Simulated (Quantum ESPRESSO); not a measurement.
# Ti (P6_3/mmc) in Quantum ESPRESSO: a series of runs

The runs below take Ti through single point, equation of state, with LDA.

Everything below comes from runs of Quantum ESPRESSO 7.5. Logs are shortened: lines on timing, memory, paths and dates and some standing lists are left out, and cuts for length are marked.

**1. Starting point**

Symmetry: P6_3/mmc, No. 194, hexagonal system. Conventional cell: a = 2.950 Å, b = 2.950 Å, c = 4.680 Å, α = 90.00°, β = 90.00°, γ = 120.00°. Ti (site symmetry -6m2) has 12 Ti at 2.89 to 2.95 Å as nearest neighbours.

**2. Single point, LDA, 16.58 Å³/atom**

Contents of pw.in:

```
&CONTROL
  calculation = 'scf'
  prefix = 'pwscf'
  outdir = './tmp'
  pseudo_dir = './pseudo'
  tstress = .true.
  disk_io = 'nowf'
/
&SYSTEM
  ibrav = 0
  nat = 2
  ntyp = 1
  ecutwfc = 45
  ecutrho = 360
  nbnd = 19
  occupations = 'smearing'
  smearing = 'fd'
  degauss = 0.00367493
/
&ELECTRONS
  conv_thr = 4d-10
  electron_maxstep = 120
  mixing_beta = 0.5
/
ATOMIC_SPECIES
Ti    47.8670 ti_lda_v1.4.uspp.F.UPF
CELL_PARAMETERS angstrom
   2.8897790207    0.0000000000    0.0000000000
  -1.4448895104    2.5026220433    0.0000000000
   0.0000000000    0.0000000000    4.5844629888
ATOMIC_POSITIONS crystal
Ti     0.6666666667    0.3333333333    0.7500000000
Ti     0.3333333333    0.6666666667    0.2500000000
K_POINTS automatic
10 10 6 0 0 0
```

Potentials or basis: GBRV 1.5 LDA.

The run is started by

```console
$ OMP_NUM_THREADS=1 mpirun -n 2 pw.x -nk 2 -in pw.in > pw.out
```

pw.out:

```text
This program is part of the open-source Quantum ESPRESSO suite
     for quantum simulation of materials; please cite
[... 13 lines left out ...]
     --------------------
     sticks:   dense  smooth     PW     G-vecs:    dense   smooth      PW
     Sum         745     367    121                25829     9127    1617

     Using Slab Decomposition

     bravais-lattice index     =            0
     lattice parameter (alat)  =       5.4609  a.u.
     unit-cell volume          =     223.7407 (a.u.)^3
     number of atoms/cell      =            2
     number of atomic types    =            1
     number of electrons       =        24.00
     number of Kohn-Sham states=           19
     kinetic-energy cutoff     =      45.0000  Ry
     charge density cutoff     =     360.0000  Ry
     scf convergence threshold =      4.0E-10
     mixing beta               =       0.5000
     number of iterations used =            8  plain     mixing
     Exchange-correlation=  SLA  PZ   NOGX NOGC
                           (   1   1   0   0   0   0   0)

     celldm(1)=   5.460891  celldm(2)=   0.000000  celldm(3)=   0.000000
     celldm(4)=   0.000000  celldm(5)=   0.000000  celldm(6)=   0.000000

     crystal axes: (cart. coord. in units of alat)
               a(1) = (   1.000000   0.000000   0.000000 )
               a(2) = (  -0.500000   0.866025   0.000000 )
               a(3) = (   0.000000   0.000000   1.586441 )

     reciprocal axes: (cart. coord. in units 2 pi/alat)
               b(1) = (  1.000000  0.577350 -0.000000 )
               b(2) = (  0.000000  1.154701  0.000000 )
               b(3) = (  0.000000 -0.000000  0.630342 )

     PseudoPot. # 1 for Ti read from file:
     ti_lda_v1.4.uspp.F.UPF
     Pseudo is Ultrasoft + core correction, Zval = 12.0
     Generated by new atomic code, or converted to UPF format
     Using radial grid of  851 points,  6 beta functions with:
                l(1) =   0
                l(2) =   0
                l(3) =   1
                l(4) =   1
                l(5) =   2
                l(6) =   2
     Q(r) pseudized with  6 coefficients,  rinner =    1.000   1.000   1.000
                                                       1.000   1.000

     atomic species   valence    mass     pseudopotential
     Ti               12.00    47.86700     Ti( 1.00)

     24 Sym. Ops., with inversion, found (12 have fractional translation)

   Cartesian axes

     site n.     atom                  positions (alat units)
         1        Ti     tau(   1) = (   0.5000000   0.2886751   1.1898305  )
         2        Ti     tau(   2) = (  -0.0000000   0.5773503   0.3966102  )

     number of k points=    56  Fermi-Dirac smearing, width (Ry)=  0.0037
                       cart. coord. in units 2pi/alat
        k(    1) = (   0.0000000   0.0000000   0.0000000), wk =   0.0033333
        k(    2) = (   0.0000000   0.0000000   0.1050570), wk =   0.0066667
        k(    3) = (   0.0000000   0.0000000   0.2101140), wk =   0.0066667
        k(    4) = (   0.0000000   0.0000000  -0.3151709), wk =   0.0033333
        k(    5) = (   0.0000000   0.1154701   0.0000000), wk =   0.0200000
        k(    6) = (   0.0000000   0.1154701   0.1050570), wk =   0.0400000
[... 48 lines left out ...]
        k(   55) = (   0.3000000   0.5196152   0.2101140), wk =   0.0400000
        k(   56) = (   0.3000000   0.5196152  -0.3151709), wk =   0.0200000

     Dense  grid:    25829 G-vectors     FFT dimensions: (  36,  36,  54)

     Smooth grid:     9127 G-vectors     FFT dimensions: (  24,  24,  40)

     Check: negative core charge=   -0.000017

     Initial potential from superposition of free atoms

     starting charge      21.9999, renormalised to      24.0000

     negative rho (up, down):  1.655E-03 0.000E+00
     Starting wfcs are   20 randomized atomic wfcs

     Self-consistent Calculation

     iteration #  1     ecut=    45.00 Ry     beta= 0.50
     Davidson diagonalization with overlap
     ethr =  1.00E-02,  avg # of iterations =  3.5

     negative rho (up, down):  1.788E-03 0.000E+00

     total energy              =    -238.19013367 Ry
     estimated scf accuracy    <       1.18415286 Ry

     iteration #  2     ecut=    45.00 Ry     beta= 0.50
     Davidson diagonalization with overlap
     ethr =  4.93E-03,  avg # of iterations =  2.2

     negative rho (up, down):  1.405E-03 0.000E+00

     total energy              =    -238.47540426 Ry
     estimated scf accuracy    <       0.00568896 Ry

     iteration #  3     ecut=    45.00 Ry     beta= 0.50
     Davidson diagonalization with overlap
     ethr =  2.37E-05,  avg # of iterations =  4.8

     negative rho (up, down):  9.973E-04 0.000E+00

     total energy              =    -238.47682641 Ry
     estimated scf accuracy    <       0.00486562 Ry

     iteration #  4     ecut=    45.00 Ry     beta= 0.50
     Davidson diagonalization with overlap
     ethr =  2.03E-05,  avg # of iterations =  3.4
[... 46 lines left out ...]
     negative rho (up, down):  9.430E-04 0.000E+00

     total energy              =    -238.47903266 Ry
     estimated scf accuracy    <       0.00000001 Ry

     iteration # 10     ecut=    45.00 Ry     beta= 0.50
     Davidson diagonalization with overlap
     ethr =  2.95E-11,  avg # of iterations =  3.9

     negative rho (up, down):  9.429E-04 0.000E+00

     total energy              =    -238.47903267 Ry
     estimated scf accuracy    <          9.9E-09 Ry

     iteration # 11     ecut=    45.00 Ry     beta= 0.50
     Davidson diagonalization with overlap
     ethr =  2.95E-11,  avg # of iterations =  2.7

     negative rho (up, down):  9.429E-04 0.000E+00

     End of self-consistent calculation

          k = 0.0000 0.0000 0.0000 (  1117 PWs)   bands (ev):

   -42.3231 -42.1491 -19.3000 -18.5321 -18.5321 -18.4501 -18.4131 -18.4131
     7.6107  11.0403  14.6141  14.6141  14.7340  14.8178  15.1475  15.1475
    15.5176  15.5176  17.1629

          k = 0.0000 0.0000 0.1051 (  1135 PWs)   bands (ev):

   -42.3117 -42.1609 -19.2454 -18.5242 -18.5242 -18.5096 -18.4211 -18.4211
     7.8544  10.9410  14.4125  14.5126  14.5126  14.5997  15.0168  15.0168
    15.7793  15.7793  17.1733

          k = 0.0000 0.0000 0.2101 (  1152 PWs)   bands (ev):

   -42.2802 -42.1931 -19.0947 -18.6701 -18.5025 -18.5025 -18.4430 -18.4430
     8.5416  10.4581  13.8928  14.2618  14.4308  14.4308  14.7439  14.7439
    16.2942  16.2942  17.0903

          k = 0.0000 0.0000-0.3152 (  1134 PWs)   bands (ev):

   -42.2368 -42.2368 -18.8849 -18.8849 -18.4728 -18.4728 -18.4728 -18.4728
     9.5209   9.5209  13.9157  13.9157  14.5132  14.5132  14.5132  14.5132
    16.7852  16.7852  16.7852

          k = 0.0000 0.1155 0.0000 (  1122 PWs)   bands (ev):

   -42.3107 -42.1441 -19.2738 -18.5863 -18.5500 -18.4692 -18.4612 -18.4201
     7.9033  11.2697  14.1753  14.2481  14.8258  14.9694  15.0958  15.3361
    15.3560  15.3589  17.2487
[... 69 lines left out ...]
   -42.1909 -42.1148 -19.0524 -18.9869 -18.9097 -18.6887 -18.6182 -18.4903
    10.9231  11.7991  12.0282  13.2575  14.3836  14.5687  14.8999  17.0746
    17.2941  17.4044  17.5976

          k = 0.0000 0.4619 0.1051 (  1146 PWs)   bands (ev):

   -42.1858 -42.1199 -19.1209 -18.9711 -18.8729 -18.6756 -18.6006 -18.5038
    10.8810  11.7404  12.2956  13.1078  14.5330  14.6941  14.9442  17.0343
    17.1086  17.3110  17.5429

          k = 0.0000 0.4619 0.2101 (  1142 PWs)   bands (ev):

   -42.1719 -42.1338 -19.1606 -19.0631 -18.7440 -18.6397 -18.5946 -18.5405
    10.9185  11.5258  12.6424  13.1594  14.6275  14.9632  15.1900  16.3784
    17.1958  17.2351  17.4414

          k = 0.0000 0.4619-0.3152 (  1148 PWs)   bands (ev):

   -42.1529 -42.1529 -19.1380 -19.1380 -18.6423 -18.6423 -18.5903 -18.5903
    11.1606  11.1606  13.0164  13.0164  14.9431  14.9431  15.6169  15.6169
    17.3173  17.3173  17.6914

          k = 0.0000-0.5774 0.0000 (  1152 PWs)   bands (ev):

   -42.1722 -42.1157 -19.1076 -18.9585 -18.9309 -18.7041 -18.6586 -18.4993
    11.4555  11.5333  11.8559  13.3331  14.2924  14.4883  15.0691  17.3912
    17.6176  17.6404  18.5098

          k = 0.0000-0.5774 0.1051 (  1142 PWs)   bands (ev):

   -42.1684 -42.1195 -19.1557 -19.0123 -18.8535 -18.6906 -18.6319 -18.5132
    11.1538  11.5700  12.3888  12.9404  14.4535  14.9434  15.0198  17.2213
    17.4733  17.6271  18.1947

          k = 0.0000-0.5774 0.2101 (  1146 PWs)   bands (ev):

   -42.1580 -42.1298 -19.1974 -19.1095 -18.7325 -18.6536 -18.6095 -18.5511
    11.0153  11.4723  12.7086  12.9860  14.8481  14.9194  15.6567  16.4808
    17.4888  17.5901  17.6203

          k = 0.0000-0.5774-0.3152 (  1140 PWs)   bands (ev):

   -42.1439 -42.1439 -19.1812 -19.1812 -18.6421 -18.6421 -18.6026 -18.6026
    11.1687  11.1687  12.9529  12.9529  15.3540  15.3540  15.6339  15.6339
    17.5390  17.5390  17.8836

          k = 0.1000 0.1732 0.0000 (  1134 PWs)   bands (ev):

   -42.2875 -42.1356 -19.2239 -18.6707 -18.6202 -18.5343 -18.4834 -18.4432
     8.4604  11.6661  13.5728  13.7131  14.7678  14.9293  15.2593  15.3199
    15.3328  15.7592  17.3385

          k = 0.1000 0.1732 0.1051 (  1134 PWs)   bands (ev):

   -42.2775 -42.1459 -19.1839 -18.6556 -18.6408 -18.5665 -18.4791 -18.4530
     8.6788  11.6074  13.2901  13.7642  14.6135  14.8436  14.9623  15.4116
    15.7238  15.8701  17.3029

          k = 0.1000 0.1732 0.2101 (  1134 PWs)   bands (ev):

   -42.2499 -42.1740 -19.0731 -18.7567 -18.6152 -18.5612 -18.4997 -18.4791
     9.2988  11.1297  13.1224  13.8728  14.1521  14.6760  14.8725  15.1998
    16.2244  16.3831  17.1216

          k = 0.1000 0.1732-0.3152 (  1134 PWs)   bands (ev):

   -42.2121 -42.2121 -18.9179 -18.9179 -18.5664 -18.5664 -18.5097 -18.5097
    10.2030  10.2030  13.4674  13.4674  14.3217  14.3217  14.9709  14.9709
    16.7340  16.7340  17.0368

          k = 0.1000 0.2887 0.0000 (  1134 PWs)   bands (ev):
[... 145 lines left out ...]
   -42.1450 -42.1231 -19.0042 -18.8928 -18.8391 -18.8313 -18.7330 -18.6982
    12.0050  12.2571  12.4837  12.5405  13.9706  14.2016  15.3272  16.8680
    17.3081  17.3263  19.5213

          k = 0.3000 0.5196 0.1051 (  1145 PWs)   bands (ev):

   -42.1435 -42.1245 -19.0042 -18.9885 -18.8979 -18.7510 -18.6988 -18.6560
    12.0500  12.2839  12.5172  12.6610  13.9652  14.0346  15.2997  16.8443
    16.9672  17.3648  19.7199

          k = 0.3000 0.5196 0.2101 (  1140 PWs)   bands (ev):

   -42.1395 -42.1285 -19.0673 -19.0497 -18.8993 -18.7769 -18.6172 -18.5815
    12.1498  12.2822  12.7022  12.9444  13.7007  13.8770  15.3060  16.1346
    17.0425  17.3872  20.0492

          k = 0.3000 0.5196-0.3152 (  1126 PWs)   bands (ev):

   -42.1339 -42.1339 -19.0876 -19.0876 -18.8408 -18.8408 -18.5663 -18.5663
    12.2357  12.2357  12.9794  12.9794  13.6578  13.6578  15.5475  15.5475
    17.2443  17.2443  20.4364

     the Fermi energy is    13.8276 ev

!    total energy              =    -238.47903267 Ry
     estimated scf accuracy    <          4.9E-11 Ry
     smearing contrib. (-TS)   =      -0.00143367 Ry
     internal energy E=F+TS    =    -238.47759900 Ry

     The total energy is F=E-TS. E is the sum of the following terms:
     one-electron contribution =     -77.34612101 Ry
     hartree contribution      =      47.23733756 Ry
     xc contribution           =     -35.76318498 Ry
     ewald contribution        =    -172.60563057 Ry

     convergence has been achieved in  11 iterations

     Computing stress (Cartesian axis) and pressure

     negative rho (up, down):  9.429E-04 0.000E+00
          total   stress  (Ry/bohr**3)                   (kbar)     P=      -34.59
  -0.00021834  -0.00000000   0.00000000          -32.12       -0.00        0.00
  -0.00000000  -0.00021834   0.00000000           -0.00      -32.12        0.00
   0.00000000  -0.00000000  -0.00026868            0.00       -0.00      -39.52

=------------------------------------------------------------------------------=
   JOB DONE.
=------------------------------------------------------------------------------=
```

It took 11 s on 2 MPI ranks of AMD EPYC 7R43 (Zen 3), shared host; peak memory 0.2 GiB.

What came out:

- Free energy: -3244.6725 eV
- Pressure: -3.5 GPa
- Band gap on the k mesh: none (metal or under the smearing width)

**3. Single point, LDA, 16.93 Å³/atom**

Changes to pw.in since step 2:

```diff
@@ -27,5 +27,5 @@
 CELL_PARAMETERS angstrom
-   2.8897790207    0.0000000000    0.0000000000
-  -1.4448895104    2.5026220433    0.0000000000
-   0.0000000000    0.0000000000    4.5844629888
+   2.9101302477    0.0000000000    0.0000000000
+  -1.4550651239    2.5202467229    0.0000000000
+   0.0000000000    0.0000000000    4.6167490031
 ATOMIC_POSITIONS crystal
```

Potentials or basis: GBRV 1.5 LDA.

The run is started by

```console
$ OMP_NUM_THREADS=1 mpirun -n 2 pw.x -nk 2 -in pw.in > pw.out
```

It took 11 s on 2 MPI ranks of AMD EPYC 7R43 (Zen 3), shared host; peak memory 0.2 GiB.

Results (log left out):

- Free energy: -3244.6523 eV
- Pressure: -5.8 GPa
- Band gap on the k mesh: none (metal or under the smearing width)

**4. Single point, LDA, 17.28 Å³/atom**

Changes to pw.in since step 3:

```diff
@@ -27,5 +27,5 @@
 CELL_PARAMETERS angstrom
-   2.9101302477    0.0000000000    0.0000000000
-  -1.4550651239    2.5202467229    0.0000000000
-   0.0000000000    0.0000000000    4.6167490031
+   2.9302007457    0.0000000000    0.0000000000
+  -1.4651003729    2.5376282840    0.0000000000
+   0.0000000000    0.0000000000    4.6485896576
 ATOMIC_POSITIONS crystal
```

The run is started by

```console
$ OMP_NUM_THREADS=1 mpirun -n 2 pw.x -nk 2 -in pw.in > pw.out
```

It took 11 s on 2 MPI ranks of AMD EPYC 7R43 (Zen 3), shared host; peak memory 0.2 GiB.

Results (log left out):

```yaml
Free_energy: -3244.6223 eV
Pressure: -7.9 GPa
Band_gap_on_the_k_mesh: none (metal or under the smearing width)
```

**5. Single point, LDA, 17.64 Å³/atom**

Changes to pw.in since step 4:

```diff
@@ -27,5 +27,5 @@
 CELL_PARAMETERS angstrom
-   2.9302007457    0.0000000000    0.0000000000
-  -1.4651003729    2.5376282840    0.0000000000
-   0.0000000000    0.0000000000    4.6485896576
+   2.9500000000    0.0000000000    0.0000000000
+  -1.4750000000    2.5547749412    0.0000000000
+   0.0000000000    0.0000000000    4.6800000000
 ATOMIC_POSITIONS crystal
```

The run is started by

```console
$ OMP_NUM_THREADS=1 mpirun -n 2 pw.x -nk 2 -in pw.in > pw.out
```

Run time: 9.4 s. Hardware: 2 MPI ranks of AMD EPYC 7R43 (Zen 3), shared host; peak memory 0.2 GiB.

The run converged. Its results:

```
Free energy            : -3244.5837 eV
Pressure               : -9.7 GPa
Band gap on the k mesh : none (metal or under the smearing width)
```

**6. Single point, LDA, 17.99 Å³/atom**

Changes to pw.in since step 5:

```diff
@@ -27,5 +27,5 @@
 CELL_PARAMETERS angstrom
-   2.9500000000    0.0000000000    0.0000000000
-  -1.4750000000    2.5547749412    0.0000000000
-   0.0000000000    0.0000000000    4.6800000000
+   2.9695369932    0.0000000000    0.0000000000
+  -1.4847684966    2.5716944736    0.0000000000
+   0.0000000000    0.0000000000    4.7109942807
 ATOMIC_POSITIONS crystal
```

Potentials or basis: GBRV 1.5 LDA.

The run is started by

```console
$ OMP_NUM_THREADS=1 mpirun -n 2 pw.x -nk 2 -in pw.in > pw.out
```

Run time: 11 s. Hardware: 2 MPI ranks of AMD EPYC 7R43 (Zen 3), shared host; peak memory 0.22 GiB.

Results (log left out):

| Item | Value |
| --- | --- |
| Free energy | -3244.5371 eV |
| Pressure | -11.5 GPa |
| Band gap on the k mesh | none (metal or under the smearing width) |

**7. Single point, LDA, 18.34 Å³/atom**

Changes to pw.in since step 6:

```diff
@@ -27,5 +27,5 @@
 CELL_PARAMETERS angstrom
-   2.9695369932    0.0000000000    0.0000000000
-  -1.4847684966    2.5716944736    0.0000000000
-   0.0000000000    0.0000000000    4.7109942807
+   2.9888202413    0.0000000000    0.0000000000
+  -1.4944101206    2.5883942563    0.0000000000
+   0.0000000000    0.0000000000    4.7415860099
 ATOMIC_POSITIONS crystal
```

The run is started by

```console
$ OMP_NUM_THREADS=1 mpirun -n 2 pw.x -nk 2 -in pw.in > pw.out
```

It took 9 s on 2 MPI ranks of AMD EPYC 7R43 (Zen 3), shared host; peak memory 0.22 GiB.

The run converged. Its results:

```
Free energy            : -3244.4833 eV
Pressure               : -13.0 GPa
Band gap on the k mesh : none (metal or under the smearing width)
```

**8. Single point, LDA, 18.69 Å³/atom**

Changes to pw.in since step 7:

```diff
@@ -27,5 +27,5 @@
 CELL_PARAMETERS angstrom
-   2.9888202413    0.0000000000    0.0000000000
-  -1.4944101206    2.5883942563    0.0000000000
-   0.0000000000    0.0000000000    4.7415860099
+   3.0078578261    0.0000000000    0.0000000000
+  -1.5039289131    2.6048812885    0.0000000000
+   0.0000000000    0.0000000000    4.7717880089
 ATOMIC_POSITIONS crystal
```

The run is started by

```console
$ OMP_NUM_THREADS=1 mpirun -n 2 pw.x -nk 2 -in pw.in > pw.out
```

Run time: 9.1 s. Hardware: 2 MPI ranks of AMD EPYC 7R43 (Zen 3), shared host; peak memory 0.22 GiB.

Results (log left out):

| Item | Value |
| --- | --- |
| Free energy | -3244.4230 eV |
| Pressure | -14.4 GPa |
| Band gap on the k mesh | none (metal or under the smearing width) |

**9. Equation of state, LDA**

Potentials or basis: GBRV 1.5 LDA.

This step only gathers the single runs of the series.

What came out:

| Quantity | Value |
| --- | --- |
| Equilibrium volume | 16.11 Å³/atom (rough: see the caveat) |
| Bulk modulus at fixed shape and positions | 126 GPa (rough) |

Energy against volume, from the lowest point:
| volume (Å³/atom) | energy (meV/atom) |
| --- | --- |
| 16.577 | 0.00 |
| 16.930 | 10.13 |
| 17.283 | 25.09 |
| 17.636 | 44.42 |
| 17.988 | 67.73 |
| 18.341 | 94.63 |
| 18.694 | 124.76 |

Caveat: the minimum lies outside the volumes run; the cell was scaled at fixed shape and fractional positions, which overstates the stiffness of a crystal with free parameters, most of all of layers and chains.
